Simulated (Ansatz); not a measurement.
Ionic part of the dielectric constant of AlP at 6 GPa, mode by mode

Method: Ansatz 0.2.0, DFT PBE, scalar-relativistic, plane waves, PAW. Settings: 420 eV plane-wave cutoff, Γ-centred 10×10×10 mesh, fixed occupations. No spin polarisation. Phonons by linear response, acoustic sum rule imposed.

It takes space group F-43m (No. 216, cubic). The conventional cell has a = 5.392 Å, b = 5.392 Å, c = 5.392 Å, α = 90.00°, β = 90.00°, γ = 90.00°. Around Al (site symmetry -43m) lie 4 P at 2.33 Å. P (site symmetry -43m) has 4 Al at 2.33 Å as nearest neighbours.

The primitive cell has V = 39.20 Å³ and ε∞,zz = 8.045. Each polar mode adds Δε = (4.92064×10⁷/V)·S/ν² along z, with S its oscillator strength in e²/amu, ν in cm⁻¹ and V in Å³.

Question: From these modes, find each Δε and ε0,zz.
| ν (cm⁻¹) | S_zz (e²/amu) |
| --- | --- |
| 460.4 | 0.3379 |

Answer:
| ν (cm⁻¹) | Δε |
| --- | --- |
| 460.4 | 2.00 |

The sum is 2.002, so ε0,zz = 10.05; the run's tensor has 10.05.

Question: Where do the longitudinal modes lie for a wave vector along z?

Answer: At 514 cm⁻¹. The Lyddane–Sachs–Teller product Π(ν_LO/ν_TO)² = 1.25 matches ε0/ε∞ = 1.25.

Cost: 1 run of about 1.2 core-minutes, on Arm Neoverse N1 (shared hosts).

The lattice adds only 2.00 to an electronic 8.045, so the static screening of AlP at this pressure is mainly electronic. This is what one expects of a tetrahedral semiconductor with largely covalent sp³ bonds: the modest electronegativity difference leaves the bonds polar enough to couple to a field, but they are stiff enough to limit the displacement of the Al sublattice against P. The light atoms help raise the mode frequency, but they don't explain the small ionic term, because mass cancels between S and ν², leaving only the effective charges and the restoring force.

The same polarity lifts the longitudinal mode to 514 cm⁻¹ from the transverse 460.4 cm⁻¹, through the macroscopic field that accompanies longitudinal motion. The Lyddane–Sachs–Teller agreement shows that the frequencies and dielectric constants are mutually consistent, not that either is accurate. Semilocal functionals usually underestimate the gap and overestimate electronic screening, so ε∞ is probably somewhat too large. With a single pressure, the calculation can't show whether compression strengthens or weakens the ionic response.
